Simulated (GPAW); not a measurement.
# AlNi (Pm-3m) in GPAW: reference runs

Reference runs on AlNi: the cell as given and a disturbed copy.

Everything below comes from runs of GPAW 26.7.0. Logs are shortened: lines on timing, memory, paths and dates and some standing lists are left out, and cuts for length are marked. The log counts tension as positive stress, the text compression.

### Step 1. The structure

Symmetry: Pm-3m, No. 221, cubic system. The conventional cell has a = 2.881 Å, b = 2.881 Å, c = 2.881 Å, α = 90.00°, β = 90.00°, γ = 90.00°. Ni (site symmetry m-3m) has 8 Al at 2.50 Å as nearest neighbours. Al (site symmetry m-3m) has 8 Ni at 2.50 Å as nearest neighbours.

### Step 2. Single point, PBE, collinear spin, ferromagnetic start

Input file run.py:

```python
from ase import Atoms
from ase.dft.bandgap import bandgap
from ase.io import write
from ase.units import Bohr, GPa
from gpaw import GPAW, PW
from gpaw.elf import elf_from_dft_calculation

atoms = Atoms(['Ni', 'Al'],
              cell=[[2.881, 0.0, 0.0],
                    [0.0, 2.881, 0.0],
                    [0.0, 0.0, 2.881]],
              scaled_positions=[[0.5, 0.5, 0.5],
                                [0.0, 0.0, 0.0]],
              pbc=True)
atoms.set_initial_magnetic_moments([1.0, 0.0])

calc = GPAW(mode=PW(600),
            xc='PBE',
            kpts={'size': (9, 9, 9), 'gamma': True},
            occupations={'name': 'fermi-dirac', 'width': 0.05},
            nbands=20,
            convergence={'density': 1e-05, 'energy': 1e-05},
            maxiter=150,
            txt='gpaw.txt')
atoms.calc = calc
energy = atoms.get_potential_energy()
forces = atoms.get_forces()
stress = atoms.get_stress()
calc.write('gs.gpw')
write('result.traj', atoms)
print(f'Energy: {energy:.6f} eV')
print('Forces (eV/A):')
print(forces.round(4))
print('Stress (GPa):', (stress / GPa).round(3))
print('Moments:', calc.get_magnetic_moments().round(3))
print('Fermi level:', round(calc.get_fermi_level(), 4), 'eV')
print(f'Gap: {bandgap(calc)[0]:.4f} eV, direct: {bandgap(calc, direct=True)[0]:.4f} eV')

# fields on the real-space grid
write('density.cube', atoms, data=calc.get_pseudo_density() * Bohr**3)
write('potential.cube', atoms, data=calc.get_electrostatic_potential())
write('spin.cube', atoms, data=(calc.get_pseudo_density(spin=0) - calc.get_pseudo_density(spin=1)) * Bohr**3)
write('elf.cube', atoms, data=elf_from_dft_calculation(calc).data)
```

Potentials or basis: GPAW PAW data sets (gpaw-data 1.2.1), pw.

Started as:

```
OMP_NUM_THREADS=1 python run.py
```

gpaw.txt:

```text
__  _  _
 | _ |_)|_||  |
 |__||  | ||/\| - 26.7.0

Input parameters:
  mode=PW(ecut=600.0),
  convergence={'density': 1e-05, 'energy': 1e-05},
  kpts=MonkhorstPack(size=(9, 9, 9), gamma=True),
  maxiter=150,
  nbands=20,
  occupations=Occupations(name='fermi-dirac', width=0.05),
  xc=XC(name='PBE')

Diagonalizing LCAO Hamiltonian
Converting LCAO to pw mode
   .------.
  /|      |
 * |      |
 | | Ni   |
 | .------.
 |/      /
 Al-----*

Atoms  # Å, Bohr magnetons
|   | symbol |        x |        y |        z |    initial magnetic moments |
|---|--------|----------|----------|----------|-----------------------------|
| 0 |     Ni | 1.440500 | 1.440500 | 1.440500 | ( 0.0000,  0.0000,  1.0000) |
| 1 |     Al | 0.000000 | 0.000000 | 0.000000 | ( 0.0000,  0.0000,  0.0000) |

Unit cell  # Å
| periodic |        x |        y |        z |  lengths |    angles |
|----------|----------|----------|----------|----------|-----------|
|      yes | 2.881000 | 0.000000 | 0.000000 | 2.881000 | 90.000000 |
|      yes | 0.000000 | 2.881000 | 0.000000 | 2.881000 | 90.000000 |
|      yes | 0.000000 | 0.000000 | 2.881000 | 2.881000 | 90.000000 |

Number of symmetries: 48
Symmetry operations  # r_c * U_cc + t_c -> r_c
|    | kind |            matrix            |
|----|------|------------------------------|
|  0 |  E   |  1, 0, 0,  0, 1, 0,  0, 0, 1 |
|  1 |  σ   |  1, 0, 0,  0, 1, 0,  0, 0,-1 |
|  2 |  σ   |  1, 0, 0,  0, 0, 1,  0, 1, 0 |
|  3 |  C4  |  1, 0, 0,  0, 0, 1,  0,-1, 0 |
|  4 |  C4  |  1, 0, 0,  0, 0,-1,  0, 1, 0 |
|  5 |  σ   |  1, 0, 0,  0, 0,-1,  0,-1, 0 |
|  6 |  σ   |  1, 0, 0,  0,-1, 0,  0, 0, 1 |
|  7 |  C2  |  1, 0, 0,  0,-1, 0,  0, 0,-1 |
|  8 |  σ   |  0, 1, 0,  1, 0, 0,  0, 0, 1 |
|  9 |  C2  |  0, 1, 0,  1, 0, 0,  0, 0,-1 |
| 10 |  C3  |  0, 1, 0,  0, 0, 1,  1, 0, 0 |
| 11 |  S6  |  0, 1, 0,  0, 0, 1, -1, 0, 0 |
| 12 |  S6  |  0, 1, 0,  0, 0,-1,  1, 0, 0 |
| 13 |  C3  |  0, 1, 0,  0, 0,-1, -1, 0, 0 |
| 14 |  C4  |  0, 1, 0, -1, 0, 0,  0, 0, 1 |
| 15 |  S4  |  0, 1, 0, -1, 0, 0,  0, 0,-1 |
| 16 |  C3  |  0, 0, 1,  1, 0, 0,  0, 1, 0 |
| 17 |  S6  |  0, 0, 1,  1, 0, 0,  0,-1, 0 |
| 18 |  σ   |  0, 0, 1,  0, 1, 0,  1, 0, 0 |
| 19 |  C4  |  0, 0, 1,  0, 1, 0, -1, 0, 0 |
| 20 |  C2  |  0, 0, 1,  0,-1, 0,  1, 0, 0 |
| 21 |  S4  |  0, 0, 1,  0,-1, 0, -1, 0, 0 |
| 22 |  S6  |  0, 0, 1, -1, 0, 0,  0, 1, 0 |
| 23 |  C3  |  0, 0, 1, -1, 0, 0,  0,-1, 0 |
| 24 |  S6  |  0, 0,-1,  1, 0, 0,  0, 1, 0 |
| 25 |  C3  |  0, 0,-1,  1, 0, 0,  0,-1, 0 |
| 26 |  C4  |  0, 0,-1,  0, 1, 0,  1, 0, 0 |
| 27 |  σ   |  0, 0,-1,  0, 1, 0, -1, 0, 0 |
| 28 |  S4  |  0, 0,-1,  0,-1, 0,  1, 0, 0 |
| 29 |  C2  |  0, 0,-1,  0,-1, 0, -1, 0, 0 |
| 30 |  C3  |  0, 0,-1, -1, 0, 0,  0, 1, 0 |
| 31 |  S6  |  0, 0,-1, -1, 0, 0,  0,-1, 0 |
| 32 |  C4  |  0,-1, 0,  1, 0, 0,  0, 0, 1 |
| 33 |  S4  |  0,-1, 0,  1, 0, 0,  0, 0,-1 |
| 34 |  S6  |  0,-1, 0,  0, 0, 1,  1, 0, 0 |
| 35 |  C3  |  0,-1, 0,  0, 0, 1, -1, 0, 0 |
| 36 |  C3  |  0,-1, 0,  0, 0,-1,  1, 0, 0 |
| 37 |  S6  |  0,-1, 0,  0, 0,-1, -1, 0, 0 |
| 38 |  σ   |  0,-1, 0, -1, 0, 0,  0, 0, 1 |
| 39 |  C2  |  0,-1, 0, -1, 0, 0,  0, 0,-1 |
| 40 |  σ   | -1, 0, 0,  0, 1, 0,  0, 0, 1 |
| 41 |  C2  | -1, 0, 0,  0, 1, 0,  0, 0,-1 |
| 42 |  C2  | -1, 0, 0,  0, 0, 1,  0, 1, 0 |
| 43 |  S4  | -1, 0, 0,  0, 0, 1,  0,-1, 0 |
| 44 |  S4  | -1, 0, 0,  0, 0,-1,  0, 1, 0 |
| 45 |  C2  | -1, 0, 0,  0, 0,-1,  0,-1, 0 |
| 46 |  C2  | -1, 0, 0,  0,-1, 0,  0, 0, 1 |
| 47 |  i   | -1, 0, 0,  0,-1, 0,  0, 0,-1 |

BZ-sampling:
  Number of BZ points: 729
  Number of IBZ points: 35

  Monkhorst-Pack size: [9, 9, 9]
  Monkhorst-Pack shift: [0, 0, 0]

K-points  # in reciprocal-cell coordinates
|     |                                coordinates |     weight |
|-----|--------------------------------------------|------------|
|   0 | (  0.00000000,   0.00000000,   0.00000000) | 0.00137174 |
|   1 | (  0.11111111,   0.00000000,   0.00000000) | 0.00823045 |
|   2 | (  0.11111111,   0.11111111,   0.00000000) | 0.01646091 |
|   3 | (  0.11111111,   0.11111111,   0.11111111) | 0.01097394 |
|   4 | (  0.22222222,   0.00000000,   0.00000000) | 0.00823045 |
|   5 | (  0.22222222,   0.11111111,   0.00000000) | 0.03292181 |
|   6 | (  0.22222222,   0.11111111,   0.11111111) | 0.03292181 |
|   7 | (  0.22222222,   0.22222222,   0.00000000) | 0.01646091 |
|   8 | (  0.22222222,   0.22222222,   0.11111111) | 0.03292181 |
|   9 | (  0.22222222,   0.22222222,   0.22222222) | 0.01097394 |
| ... |                                            |            |
|  34 | (  0.44444444,   0.44444444,   0.44444444) | 0.01097394 |

Plane wave coefficients: 812
Cutoff: 600.0 eV

Spin-components: 2 (collinear spins)
Bands:           20
Projectors:      11
Spin-degeneracy: 1
Datatype:        complex128

Parallelization:
  kpt:    1
  domain: 1
  band:   1

Density:
  Valence electrons: 19.0
  Components: 2
  Grid points: [18 18 18]
  Charge: 0.0  # |e|

Potential:
  Grid points: [18 18 18]

species:
  Ni:
    name:    Nickel
    Z:       28.0
    valence: 16
    core:    12
    charge:  0.0  # [|e|]
    compensation charges:
      type: gauss
      rc: 0.36  # [Å]
      lmax: 2
    cutoffs:
      filter: 2.14  # [Å]
      core: 1.98  # [Å]
    projectors
    | kind |    occ | energy [eV] | rcut [Å] |
    |------|--------|-------------|----------|
    |   4s |  2.000 |      -5.642 |    1.164 |
    |   3p |  6.000 |     -71.394 |    1.207 |
    |   4p |  0.000 |      -1.226 |    1.207 |
    |   3d |  8.000 |      -8.875 |    1.138 |
    |    s |        |      21.570 |    1.164 |
    |    d |        |      18.337 |    1.138 |

    Using partial waves for Ni as LCAO basis

  Al:
    name:    Aluminium
    Z:       13.0
    valence: 3
    core:    10
    charge:  0.0  # [|e|]
    compensation charges:
      type: gauss
      rc: 0.34  # [Å]
      lmax: 2
    cutoffs:
      filter: 1.91  # [Å]
      core: 2.36  # [Å]
    projectors
    | kind |    occ | energy [eV] | rcut [Å] |
    |------|--------|-------------|----------|
    |   3s |  2.000 |      -7.753 |    1.085 |
    |   3p |  1.000 |      -2.712 |    1.085 |
    |    s |        |      19.459 |    1.085 |
    |    p |        |      24.499 |    1.085 |
    |    d |        |       0.000 |    1.085 |

    Using partial waves for Al as LCAO basis

Reference energy: -47971.421712  # eV

eigensolver:
  PPCG
  Converge bands: occupied
  niter=2

density mixing:
  MSR1-Mixer
  Pratt-step length: 0.05
  Maximum mixing coefficient: 0.75
  Old densities: 10
  SVD Regularization: 0.005
  Good broyden scale: 1.0
  Trust region scale: 1.0
  Backstep threshold: 4.0
  History deletion threshold: 6.0
  Fourier metric: weight=20.0, sigma=0.015

occupation numbers:
  Fermi-Dirac:
    width: 0.0500  # eV

poisson solver:
  ecut: 4800.0  # eV

xc functional:
  name: PBE with 2 nearest neighbor stencil

convergence criteria:
- Maximum integral of absolute [dens]ity change: 1e-05 electrons / valence electron
- Maximum [total energy] change in last 3 cyles: 1e-05 eV / valence electron
- Maximum integral of absolute [eigenst]ate change: 4e-08 eV^2 / valence electron
maximum number of iterations: 150

SCF iterations
|iter     | |      energy | eigst |  dens |  magmom |
|---------|-|-------------|-------|-------|---------|
|iter:   1| |  -12.417413 | +0.35 |       |  +1.0023|
|iter:   2| |  -12.259781 | -2.37 | -1.03 |  +0.9624|
|iter:   3| |  -12.215385 | -2.56 | -1.10 |  +0.7028|
|iter:   4| |  -12.312633 | -2.48 | -1.34 |  +0.2948|
|iter:   5| |  -12.323301 | -3.26 | -1.71 |  +0.0968|
|iter:   6| |  -12.326097 | -3.95 | -2.08 |  -0.0108|
|iter:   7| |  -12.326559 | -5.08 | -2.57 |  +0.0025|
|iter:   8| |  -12.326642 | -5.28 | -2.85 |  +0.0002|
|iter:   9| |  -12.326644c| -7.13 | -3.86 |  +0.0005|
|iter:  10| |  -12.326644c| -7.41c| -4.23 |  +0.0001|
|iter:  11| |  -12.326644c| -8.55c| -5.03c|  +0.0000|

Converged in 11 steps
Energy contributions relative to reference atoms: (reference = -47971.421712)

Energy contributions:
  Kinetic:          12.639757
  Coulomb:          -7.851098
  Zero:              0.088578
  External:          0.000000
  Xc:              -17.200623
  Entropy:          -0.006516
  Spinorbit:         0.000000
  ----------------------------
  Free energy:     -12.329903
  Extrapolated:    -12.326644

dipole moment: (-4.918636, -4.918636, -4.918636)  # |e|*Ang

Total magnetic moment: (0.000000, 0.000000, 0.000045)

Local magnetic moments
|        x |        y |        z |
|----------|----------|----------|
| 0.000000 | 0.000000 | 0.000006 |  # Ni   0
| 0.000000 | 0.000000 | 0.000016 |  # Al   1

Fermi level: 9.066
Eigenvalues  # (at kpt = [0.000, 0.000, 0.000])
| band index |      eig [eV] | occ [0-1] |      eig [eV] | occ [0-1] |
|------------|---------------|-----------|---------------|-----------|
|          0 |       -54.699 |     1.000 |       -54.699 |     1.000 |
|          1 |       -54.699 |     1.000 |       -54.699 |     1.000 |
|          2 |       -54.699 |     1.000 |       -54.699 |     1.000 |
|          3 |        -2.148 |     1.000 |        -2.148 |     1.000 |
|          4 |         5.783 |     1.000 |         5.783 |     1.000 |
|          5 |         5.783 |     1.000 |         5.783 |     1.000 |
[... 9 lines left out ...]
|         15 |        29.985 |     0.000 |        29.985 |     0.000 |
|         16 |        29.985 |     0.000 |        29.985 |     0.000 |
|        ... |               |           |               |           |
|         19 |        32.501 |     0.000 |        32.501 |     0.000 |

No gap
No difference between direct/indirect transitions

Forces  # eV/Ang
|        x |        y |       z |
|----------|----------|---------|
|  0.00000 |  0.00000 | 0.00000 |  # Ni   0
| -0.00000 | -0.00000 | 0.00000 |  # Al   1

Stress tensor  # eV/Ang^3
|         x |         y |         z |
|-----------|-----------|-----------|
| -0.017581 | -0.000000 |  0.000000 |
| -0.000000 | -0.017581 |  0.000000 |
|  0.000000 |  0.000000 | -0.017581 |

# Writing to gs.gpw (mode='')
```

Run time: 31 s. Hardware: 1 thread of Arm Neoverse V1, shared host; peak memory 0.15 GiB.

Results:

* Free energy: -12.3299 eV
* Pressure: 2.8 GPa
* Band gap on the k mesh: none (metal or under the smearing width)
* Net moment: 0.00 μB per cell

Caveat: the stock nickel data set gives pressures a few GPa off other programs.

### Step 3. Single point, PBE, collinear spin, ferromagnetic start (atoms moved at random, drawn with an rms of 0.05 Å)

Input file run.py:

```python
from ase.dft.bandgap import bandgap
from ase.io import read, write
from ase.units import GPa
from gpaw import GPAW, PW

atoms = read('POSCAR')
atoms.set_initial_magnetic_moments([1.0, 0.0])

calc = GPAW(mode=PW(600),
            xc='PBE',
            kpts={'size': (9, 9, 9), 'gamma': True},
            occupations={'name': 'fermi-dirac', 'width': 0.05},
            nbands=20,
            convergence={'density': 1e-05, 'energy': 1e-05},
            maxiter=150,
            txt='gpaw.txt')
atoms.calc = calc
energy = atoms.get_potential_energy()
forces = atoms.get_forces()
stress = atoms.get_stress()
calc.write('gs.gpw')
write('result.traj', atoms)
print(f'Energy: {energy:.6f} eV')
print('Forces (eV/A):')
print(forces.round(4))
print('Stress (GPa):', (stress / GPa).round(3))
print('Moments:', calc.get_magnetic_moments().round(3))
print('Fermi level:', round(calc.get_fermi_level(), 4), 'eV')
print(f'Gap: {bandgap(calc)[0]:.4f} eV, direct: {bandgap(calc, direct=True)[0]:.4f} eV')
```

Input file POSCAR:

```
AlNi
1.0
    2.8810000000      0.0000000000      0.0000000000
    0.0000000000      2.8810000000      0.0000000000
    0.0000000000      0.0000000000      2.8810000000
Ni Al
1 1
Direct
    0.4989740000      0.4745230000      0.4981530000
    0.0060500000      0.0109750000     -0.0022860000
```

Potentials or basis: GPAW PAW data sets (gpaw-data 1.2.1), pw.

Started as:

```
OMP_NUM_THREADS=1 python run.py
```

gpaw.txt:

```text
__  _  _
 | _ |_)|_||  |
 |__||  | ||/\| - 26.7.0

Input parameters:
  mode=PW(ecut=600.0),
  convergence={'density': 1e-05, 'energy': 1e-05},
  kpts=MonkhorstPack(size=(9, 9, 9), gamma=True),
  maxiter=150,
  nbands=20,
  occupations=Occupations(name='fermi-dirac', width=0.05),
  xc=XC(name='PBE')

Diagonalizing LCAO Hamiltonian
Converting LCAO to pw mode
   .------.
  /|      |
 Al|      |
 | | Ni   |
 | .------.
 |/      /
 *------*

Atoms  # Å, Bohr magnetons
|   | symbol |        x |        y |         z |    initial magnetic moments |
|---|--------|----------|----------|-----------|-----------------------------|
| 0 |     Ni | 1.437544 | 1.367101 |  1.435179 | ( 0.0000,  0.0000,  1.0000) |
| 1 |     Al | 0.017430 | 0.031619 | -0.006586 | ( 0.0000,  0.0000,  0.0000) |

Unit cell  # Å
| periodic |        x |        y |        z |  lengths |    angles |
[... 172 lines left out ...]
dipole moment: (-4.831129, -4.821439, 4.879944)  # |e|*Ang

Total magnetic moment: (0.000000, 0.000000, 0.000048)

Local magnetic moments
|        x |        y |        z |
|----------|----------|----------|
| 0.000000 | 0.000000 | 0.000007 |  # Ni   0
| 0.000000 | 0.000000 | 0.000018 |  # Al   1

Fermi level: 9.063
Eigenvalues  # (at kpt = [0.000, 0.000, 0.000])
| band index |      eig [eV] | occ [0-1] |      eig [eV] | occ [0-1] |
|------------|---------------|-----------|---------------|-----------|
|          0 |       -54.708 |     1.000 |       -54.708 |     1.000 |
|          1 |       -54.708 |     1.000 |       -54.708 |     1.000 |
|          2 |       -54.702 |     1.000 |       -54.702 |     1.000 |
|          3 |        -2.147 |     1.000 |        -2.147 |     1.000 |
|          4 |         5.764 |     1.000 |         5.764 |     1.000 |
|          5 |         5.775 |     1.000 |         5.775 |     1.000 |
[... 9 lines left out ...]
|         15 |        29.880 |     0.000 |        29.880 |     0.000 |
|         16 |        29.880 |     0.000 |        29.880 |     0.000 |
|        ... |               |           |               |           |
|         19 |        32.613 |     0.000 |        32.613 |     0.000 |

No gap
No difference between direct/indirect transitions

Forces  # eV/Ang
|        x |        y |        z |
|----------|----------|----------|
|  0.13016 |  0.64696 | -0.00809 |  # Ni   0
| -0.13017 | -0.64697 |  0.00809 |  # Al   1

Stress tensor  # eV/Ang^3
|         x |         y |         z |
|-----------|-----------|-----------|
| -0.023746 | -0.001987 |  0.000025 |
| -0.001987 | -0.019790 |  0.000123 |
|  0.000025 |  0.000123 | -0.023910 |

# Writing to gs.gpw (mode='')
```

stdout:

```text
Energy: -12.291406 eV
Forces (eV/A):
[[ 0.1302  0.647  -0.0081]
 [-0.1302 -0.647   0.0081]]
Stress (GPa): [-3.804 -3.171 -3.831  0.02   0.004 -0.318]
Moments: [0. 0.]
Fermi level: 9.0629 eV
Gap: 0.0000 eV, direct: 0.0000 eV
```

Run time: 4.7 min. Hardware: 1 thread of Arm Neoverse V1, shared host; peak memory 0.4 GiB.

What came out:

| Item | Value |
| --- | --- |
| Free energy | -12.2946 eV |
| Pressure | 3.6 GPa |
| Largest force | 0.660 eV/Å |
| Band gap on the k mesh | none (metal or under the smearing width) |
| Net moment | 0.00 μB per cell |

Forces on the atoms (eV/Å):
```
Ni   0.130  0.647 -0.008
Al  -0.130 -0.647  0.008
```

Caveat: the stock nickel data set gives pressures a few GPa off other programs.

### Step 4. Equation of state, PBE, collinear spin, ferromagnetic start

Input file run.py:

```python
from ase.eos import EquationOfState
from ase.io import Trajectory, read
from ase.units import GPa
from gpaw import GPAW, PW

atoms = read('POSCAR')
atoms.set_initial_magnetic_moments([1.0, 0.0])

traj = Trajectory('eos.traj', 'w')
volumes, energies = [], []
for x in [0.94, 0.96, 0.98, 1.0, 1.02, 1.04, 1.06]:
    a = atoms.copy()
    a.set_cell(atoms.cell * x**(1 / 3), scale_atoms=True)
    calc = GPAW(mode=PW(600),
                xc='PBE',
                kpts={'size': (9, 9, 9), 'gamma': True},
                occupations={'name': 'fermi-dirac', 'width': 0.05},
                nbands=20,
                convergence={'density': 1e-05, 'energy': 1e-05},
                maxiter=150,
                txt=f'eos-{x:.2f}.txt')
    a.calc = calc
    energies.append(a.get_potential_energy(force_consistent=True))
    volumes.append(a.get_volume())
    p = -a.get_stress()[:3].mean() / GPa
    calc.write(f'eos-{x:.2f}.gpw')
    traj.write(a)
    print(f'{x:.2f} {volumes[-1]:10.4f} A^3 {energies[-1]:14.6f} eV {p:9.3f} GPa', flush=True)

v0, e0, B = EquationOfState(volumes, energies, eos='birchmurnaghan').fit()
print(f'V0 = {v0:.4f} A^3, E0 = {e0:.6f} eV, B0 = {B / GPa:.2f} GPa')
```

Input file POSCAR:

```
AlNi
1.0
    2.8810000000      0.0000000000      0.0000000000
    0.0000000000      2.8810000000      0.0000000000
    0.0000000000      0.0000000000      2.8810000000
Ni Al
1 1
Direct
    0.5000000000      0.5000000000      0.5000000000
    0.0000000000      0.0000000000      0.0000000000
```

Started as:

```
OMP_NUM_THREADS=1 python run.py
```

Wall time 3.3 min (1 thread of Arm Neoverse V1, shared host); peak memory 0.26 GiB.

It converged, with:

* Equilibrium volume: 12.16 Å³/atom
* Bulk modulus: 162 GPa
* Pressure derivative of the bulk modulus: 4.4

Energy against volume, from the lowest point:
| volume (Å³/atom) | energy (meV/atom) |
| --- | --- |
| 11.239 | 40.71 |
| 11.478 | 21.46 |
| 11.717 | 8.69 |
| 11.956 | 1.73 |
| 12.196 | 0.00 |
| 12.435 | 2.97 |
| 12.674 | 10.16 |

### Step 5. Overview

| task | cell | gap on the mesh (eV) | pressure (GPa) | moment (μB) |
| --- | --- | --- | --- | --- |
| single point | as given | none | 2.8 | 0.00 |
| single point | atoms moved at random, drawn with an rms of 0.05 Å | none | 3.6 | 0.00 |
| equation of state | as given | - | - | - |

Alike in all rows: level PBE; potentials or basis GPAW PAW data sets (gpaw-data 1.2.1), pw; spin collinear, ferromagnetic start; k mesh 9 × 9 × 9; cutoff (eV) 600; smearing fermi-dirac 0.05 eV.

Caveats: the stock nickel data set gives pressures a few GPa off other programs (some runs).

Absolute energies hang on the potentials; compare differences alone.
